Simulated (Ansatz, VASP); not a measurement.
# AlN in VASP and in Ansatz

```
Al N
1.0
     3.11682    0.00000    0.00000
    -1.55841    2.69925    0.00000
     0.00000    0.00000    4.72878
Al N
2 2
Direct
  0.33333 0.66667 0.75000
  0.66667 0.33333 0.25000
  0.33333 0.66667 0.25000
  0.66667 0.33333 0.75000
```

Alike in both runs: task single point; functional PBE; k mesh 9 × 9 × 6; occupations gaussian, width 0.05 eV; no spin polarisation.

|  | VASP | Ansatz |
| --- | --- | --- |
| version | VASP 6.6.1 | Ansatz 0.2.0 |
| potentials or method | VASP PAW PBE potentials, release 64 (Al, N) | scalar-relativistic, plane waves, PAW |
| plane-wave cutoff (eV) | 520 | 420 |
| valence electrons in the cell | 16 | 16 |

Ansatz gave:

* gap on the k mesh at the Fermi level (eV): 3.02
* least direct gap on the mesh (eV): 3.02
* pressure (GPa): 16.1
* largest component of the traceless stress (GPa): 22.07

Question: Which values does VASP return?

Answer: gap on the k mesh at the Fermi level (eV): 3.03; least direct gap on the mesh (eV): 3.03; pressure (GPa): 15.9; largest component of the traceless stress (GPa): 21.96.

The functional is the same, so the differences come from potentials, cutoffs and numerics.

Caveats: so large a pressure means that the cell lies far from this level's equilibrium, or that cutoff or potentials fall short (VASP).
